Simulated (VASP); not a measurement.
# Mg: density of states with r2SCAN

Mg:

```
CELL_PARAMETERS angstrom
-1.77883 1.77883 1.77883
1.77883 -1.77883 1.77883
1.77883 1.77883 -1.77883
ATOMIC_POSITIONS crystal
Mg 0.00000 0.00000 0.00000
```

The cell was built by a generator and needn't be a form met in nature.

- Program: VASP 6.6.1
- Task: density of states
- Functional: r2SCAN
- Potentials or basis: VASP PAW PBE potentials, release 64 (Mg)
- Cutoff: 520 eV
- k mesh: 16 × 16 × 16
- Occupations: tetrahedron
- Spin: no spin polarisation
- Dipole correction: no
- Further INCAR settings: ALGO = Normal; EDIFF = 1e-06

| Quantity | Value |
| --- | --- |
| Pressure | -0.5 GPa |
| Band gap on the k mesh | none (metal or under the smearing width) |
| Valence electrons inside the program's atomic spheres | Mg 0.34 |

Levels at points of the mesh, in eV from the Fermi level:
| k point | band 1 | band 2 | band 3 | band 4 |
| --- | --- | --- | --- | --- |
| (0.00, 0.00, 0.00) | -7.57 | 13.95 | 13.95 | 13.95 |
| (0.50, 0.00, 0.00) | -1.79 | -0.94 | 9.15 | 10.15 |
| (0.50, 0.50, 0.50) | 4.08 | 4.08 | 4.10 | 4.10 |

States per cell in windows of 1 eV (zero at the Fermi level; states under -8 eV left out):
```tsv
from (eV)	total	Mg1_p	Mg1_s	Mg1_d
-8.0	0.04	0.00	0.01	0.00
-7.0	0.14	0.00	0.02	0.00
-6.0	0.20	0.01	0.03	0.00
-5.0	0.25	0.01	0.03	0.00
-4.0	0.30	0.02	0.03	0.00
-3.0	0.35	0.03	0.03	0.00
-2.0	0.39	0.04	0.02	0.00
-1.0	0.33	0.03	0.02	0.00
0.0	0.45	0.04	0.04	0.01
1.0	0.43	0.04	0.02	0.01
2.0	0.45	0.04	0.03	0.01
3.0	0.50	0.05	0.03	0.02
4.0	0.56	0.06	0.03	0.02
5.0	0.55	0.06	0.03	0.03
6.0	0.55	0.06	0.03	0.03
7.0	0.55	0.05	0.03	0.04
```

It took 18 s on 1 thread of Intel(R) Xeon(R) 6975P-C (Granite Rapids) (shared host), peak memory 0.16 GiB.

Caveat: the PAW data sets were made with another functional, which shifts forces and pressure a little; tetrahedron occupations give inexact forces and stress in metals.
